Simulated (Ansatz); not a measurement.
The calculation used Ansatz, DFT PBE, scalar-relativistic, plane waves, PAW. All cells share a 420 eV cutoff and Γ-centred k meshes spaced at most about 0.3 Å⁻¹ (about 0.25 or finer for metals, 2π included). No spin polarisation in the final relaxations.

All energies are static (0 K, no zero-point motion).

Two relaxed structures of Si:

A.

```cif
data_structure
_symmetry_space_group_name_H-M 'P4_322'
_symmetry_Int_Tables_number 95
_cell_length_a 6.9972
_cell_length_b 6.9972
_cell_length_c 3.7756
_cell_angle_alpha 90.000
_cell_angle_beta 90.000
_cell_angle_gamma 90.000
_cell_volume 184.86
loop_
_atom_site_label
_atom_site_type_symbol
_atom_site_symmetry_multiplicity
_atom_site_Wyckoff_symbol
_atom_site_fract_x
_atom_site_fract_y
_atom_site_fract_z
_atom_site_occupancy
Si1 Si 8 d 0.10520 0.32899 0.24154 1
```

B.

```cif
data_structure
_symmetry_space_group_name_H-M 'Cmcm'
_symmetry_Int_Tables_number 63
_cell_length_a 5.7442
_cell_length_b 11.9655
_cell_length_c 3.8469
_cell_angle_alpha 90.000
_cell_angle_beta 90.000
_cell_angle_gamma 90.000
_cell_volume 264.41
loop_
_atom_site_label
_atom_site_type_symbol
_atom_site_symmetry_multiplicity
_atom_site_Wyckoff_symbol
_atom_site_fract_x
_atom_site_fract_y
_atom_site_fract_z
_atom_site_occupancy
Si1 Si 8 g 0.20630 0.19518 0.75000 1
Si2 Si 4 c 0.50000 0.05602 0.75000 1
```

**Question.** Which form is favoured at zero pressure, and by what margin per atom?

**Answer.** B is lower, by 298 meV/atom. A has space group P4_322 (No. 95), 23.1 Å³/atom and no gap on its mesh; B has space group Cmcm (No. 63), 22.0 Å³/atom and a gap of 0.43 eV. The denser one is the lower, and pressure would at first widen the difference. In A, Si is surrounded by 4 Si at 2.34–2.44 Å. In B, around Si on a site of symmetry m lie 4 Si at 2.37–2.38 Å; Si on a site of symmetry m2m has 4 Si at 2.34–2.37 Å. Both come from invented guesses. The part of the Crystallography Open Database at hand lists Si in space groups No. 64, 74, 164, 191, 194 and others; no cell shown has one of them.

Kohn–Sham gaps at this level usually fall short of measured ones. The zero gap of P4_322 may come from the functional, which often closes small gaps. Cells relaxed within their symmetry can be saddle points.
